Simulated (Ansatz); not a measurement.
Runs of Ansatz 0.2.0 on Si. It takes space group P6/mmm (No. 191, hexagonal). Conventional cell: a = 4.121 Å, b = 4.121 Å, c = 2.655 Å, α = 90.00°, β = 90.00°, γ = 120.00°. Around Si (site symmetry -6m2) lie 5 Si at 2.38 to 2.65 Å. The cell was built by a generator and needn't be a form met in nature.

| task | level | cell | gap on the mesh (eV) | pressure (GPa) | relaxed volume (Å³/atom) |
| --- | --- | --- | --- | --- | --- |
| single point | PBE0 | as given | none | (a) | - |
| relaxation of cell and atoms | PBE0 | relaxed | none | 0.0 | 18.85 |
| relaxation of cell and atoms | PBEsol0 | relaxed | - | 0.0 | 18.61 |
| single point | B3LYP | as given | none | 1.1 | - |
| single point | PBEsol0 | as given | none | (b) | - |

Alike in all rows: potentials or basis Ansatz PAW; no spin polarisation; k mesh 4 × 4 × 5; cutoff (eV) 420; smearing fermi-dirac 0.05 eV; the mesh is coarse, so values aren't converged.

**Question.** Estimate the missing entries.

**Answer.** (a) -2.6; (b) -3.8.

Caveats: all runs use coarse meshes; the PAW data sets come from PBE, with cores solved anew for the run's functional, which leaves a small shift of forces and pressure; the thresholds are loose for stress (some runs); the plane-wave basis is chosen anew once the cell has moved, so the energies of steps on either side of that aren't comparable (some runs).

A gap of «none» marks a metal or a gap under the smearing width.
